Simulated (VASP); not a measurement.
# Na in VASP: a series of runs, part 2 of 2

VASP 6.6.1.

## Step 3: Single point, PBE

The input, INCAR:

```
ALGO = Fast ; DIPOL = 0.5 0.5 0.500
EDIFF = 1E-7 ; ENCUT = 600
GGA = PE ; IDIPOL = 3
ISIF = 2 ; ISMEAR = -1
LASPH = True ; LCHARG = False
LDIPOL = True ; LREAL = False
LWAVE = False ; NBANDS = 18
NELM = 80 ; PREC = Accurate
SIGMA = 0.05
```

The input, KPOINTS:

```
k-points
0
Gamma
  8 8 1
```

The input, POSCAR:

```
Na
1.0
    3.7670009976      0.0000000000      0.0000000000
   -1.8835004988      3.2623185600      0.0000000000
    0.0000000000      0.0000000000     21.1540000000
Na
3
Direct
    0.3333333333      0.6666666666      0.3545428761
    0.6666666667      0.3333333334      0.5000000000
    0.3333333333      0.6666666666      0.6454571239
```

Potentials or basis: VASP PAW PBE potentials, release 64 (Na_pv).

Started as:

```bash
cat potpaw_PBE.64/Na_pv/POTCAR > POTCAR
mpirun -np 1 vasp_std > vasp.out
```

Wall time 90 s (1 thread of Intel Xeon Platinum 8259CL at 2.50GHz (Skylake/Cascade Lake), shared host); peak memory 0.39 GiB.

It converged, with:

```
Free energy            : -3.6079 eV
Largest force          : 0.040 eV/Å
Band gap on the k mesh : none (metal or under the smearing width)
```

Forces in eV/Å, atoms in the order of the input:
```
Na   0.000  0.000  0.040
Na   0.000  0.000  0.000
Na   0.000  0.000 -0.040
```

Levels at points of the mesh, in eV from the Fermi level:
```csv
k point,band 9,band 10,band 11,band 12,band 13,band 14
"(0.00, 0.00, 0.00)",-24.86,-2.88,-2.05,-0.70,0.69,2.09
"(0.50, 0.00, 0.00)",-24.86,0.57,0.70,1.23,1.71,2.71
```

## Step 4: Single point, PBE

Changes to INCAR since step 3:

```diff
@@ -6,3 +6,3 @@
 LDIPOL = True ; LREAL = False
-LWAVE = False ; NBANDS = 18
+LWAVE = False ; NBANDS = 20
 NELM = 80 ; PREC = Accurate
```

KPOINTS is that of step 3.

POSCAR is that of step 3.

Potentials or basis: VASP PAW PBE potentials, release 64 (Na_sv_GW).

Started as:

```bash
cat potpaw_PBE.64/Na_sv_GW/POTCAR > POTCAR
mpirun -np 1 vasp_std > vasp.out
```

OUTCAR:

```text
EDIFF = 1E-7
   ENCUT = 600
   GGA = PE
   ISIF = 2
   ISMEAR = -1
   LASPH = True
   LREAL = False
   NELM = 80
   PREC = Accurate

 ion  position               nearest neighbor table
   1  0.333  0.667  0.355-
   2  0.667  0.333  0.500-
   3  0.333  0.667  0.645-

  LATTYP: Found a hexagonal cell.
 ALAT       =     3.7670009976
 C/A-ratio  =     5.6156077510

  Lattice vectors:

 A1 = (   3.7670009976,   0.0000000000,   0.0000000000)
 A2 = (  -1.8835004988,   3.2623185600,   0.0000000000)
 A3 = (   0.0000000000,   0.0000000000,  21.1540000000)

Analysis of symmetry for initial positions (statically):
=====================================================================
 Subroutine PRICEL returns:
 Original cell was already a primitive cell.

 Routine SETGRP: Setting up the symmetry group for a
 hexagonal supercell.

 Subroutine GETGRP returns: Found 12 space group operations
 (whereof 12 operations were pure point group operations)
 out of a pool of 24 trial point group operations.

The static configuration has the point symmetry D_3h.

Analysis of symmetry for dynamics (positions and initial velocities):
=====================================================================
 Subroutine PRICEL returns:
 Original cell was already a primitive cell.

 Routine SETGRP: Setting up the symmetry group for a
 hexagonal supercell.

 Subroutine GETGRP returns: Found 12 space group operations
 (whereof 12 operations were pure point group operations)
 out of a pool of 24 trial point group operations.

The dynamic configuration has the point symmetry D_3h.

 Subroutine INISYM returns: Found 12 space group operations
 (whereof 12 operations are pure point group operations),
 and found     1 'primitive' translations

----------------------------------------------------------------------------------------

                                     Primitive cell
[... 101 lines left out ...]
  Thomas-Fermi vector in A             =   1.870536
   LORBIT       =      0    0 simple, 1 ext, 2 COOP (PROOUT), +10 PAW based schemes
   GGA     = PE    functional components
   LHFCALC =     F    Hartree Fock is set to
   AEXX    =    0.0000 exact exchange contribution
   IVDW    =     0    specifies the selected vdW correction
   LEPSILON=     F    determine dielectric tensor
   LRPA    =     F    only Hartree local field effects (RPA)
 non-spin polarized calculation
 RMM-DIIS sequential band-by-band and
  energy-cutoff  :      600.00
  volume of cell :      259.96
 maximum number of plane-waves:      8729
   NGX = 15   NGY = 15   NGZ = 85

 dipolmoment           0.000000      0.000000      0.000000 electrons x Angstroem

 number of electron      27.0000014 magnetization

 dipolmoment           0.000000      0.000000     -0.000000 electrons x Angstroem

 Free energy of the ion-electron system (eV)
  ---------------------------------------------------
  ext. energy  EPLUGINS =         0.00000000
  ---------------------------------------------------
  free energy    TOTEN  =        -9.87620560 eV

  energy without entropy =       -9.85044336  energy(sigma->0) =       -9.86332448

 E-fermi :  -1.5195     XC(G=0):  -3.5456

 val. band max:       -1.5241038475   @ k =   0.3750   0.1250   0.0000
 cond. band min:      -1.3378093104   @ k =   0.2500   0.0000   0.0000
 fundamental gap:      0.1862945372
 Fermi energy:        -1.5195079015

 k-point     1 :       0.0000    0.0000    0.0000
  band No.  band energies     occupation
      1     -54.6148      2.00000
      2     -54.6148      2.00000
      3     -54.4562      2.00000
      4     -26.5566      2.00000
      5     -26.5557      2.00000
      6     -26.5285      2.00000
[... 219 lines left out ...]
     19       2.3582      0.00000
     20       2.4537      0.00000

------------------------ aborting loop because EDIFF is reached ----------------------------------------

 vacuum level on the upper side and lower side of the slab       (xc-potential included)        -0.247        -0.247

  FORCE on cell =-STRESS in cart. coord.  units (eV):
  Direction    XX          YY          ZZ          XY          YZ          ZX
  --------------------------------------------------------------------------------------
  -------------------------------------------------------------------------------------
  Total       -0.4698934     -0.4698934     -0.5651142      0.0000000     -0.0000000     -0.0000000
  in kB       -2.8959783     -2.8959783     -3.4828291      0.0000000     -0.0000000     -0.0000000
  external PRESSURE =      -3.0915952 kB  Pullay stress =       0.0000000 kB

 VOLUME and BASIS-vectors are now :
 -----------------------------------------------------------------------------
  energy-cutoff  :      600.00
  volume of cell :      259.96
      direct lattice vectors                 reciprocal lattice vectors
     3.767000998  0.000000000  0.000000000     0.265463163  0.153265229  0.000000000
    -1.883500499  3.262318560  0.000000000     0.000000000  0.306530457  0.000000000
     0.000000000  0.000000000 21.154000000     0.000000000  0.000000000  0.047272383

 POSITION                                       TOTAL-FORCE (eV/Angst)
 -----------------------------------------------------------------------------------
     -0.00000      2.17488      7.50000         0.000000     -0.000000      0.037661
      1.88350      1.08744     10.57700        -0.000000      0.000000      0.000000
     -0.00000      2.17488     13.65400         0.000000     -0.000000     -0.037661
 -----------------------------------------------------------------------------------
    total drift:                                0.000000      0.000000     -0.000000

  FREE ENERGIE OF THE ION-ELECTRON SYSTEM (eV)
  ---------------------------------------------------
  free  energy   TOTEN  =        -9.8762056029 eV

  energy  without entropy=       -9.8504433593  energy(sigma->0) =       -9.86332448

 vacuum level on the upper side and lower side of the slab         1.183         1.183
```

Wall time 2.2 min (1 thread of Intel Xeon Platinum 8259CL at 2.50GHz (Skylake/Cascade Lake), shared host); peak memory 0.38 GiB.

Results:

- Free energy: -9.8762 eV
- Largest force: 0.038 eV/Å
- Band gap on the k mesh: none (metal or under the smearing width)

Forces in eV/Å, atoms in the order of the input:
```
Na   0.000  0.000  0.038
Na   0.000  0.000  0.000
Na   0.000  0.000 -0.038
```

Levels at points of the mesh, in eV from the Fermi level:
| k point | band 12 | band 13 | band 14 | band 15 | band 16 | band 17 |
| --- | --- | --- | --- | --- | --- | --- |
| (0.00, 0.00, 0.00) | -24.86 | -2.88 | -2.04 | -0.70 | 0.69 | 2.09 |
| (0.50, 0.00, 0.00) | -24.86 | 0.57 | 0.71 | 1.23 | 1.71 | 2.71 |

## Step 5: Summary

```tsv
potentials or basis	further INCAR settings	gap on the mesh (eV)	largest force (eV/Å)
VASP PAW PBE potentials, release 64 (Na)	ALGO = Fast; EDIFF = 1e-07; NBANDS = 8	none	0.04
VASP PAW PBE potentials, release 64 (Na_pv)	ALGO = Fast; EDIFF = 1e-07; NBANDS = 18	none	0.04
VASP PAW PBE potentials, release 64 (Na_sv_GW)	ALGO = Fast; EDIFF = 1e-07; NBANDS = 20	none	0.04
```

Alike in all rows: task single point; level PBE; no spin polarisation; cell as given; k mesh 8 × 8 × 1; cutoff (eV) 600; smearing fermi-dirac 0.05 eV.

Total energies depend on the potentials used, so only differences within one code and one set of settings carry meaning.
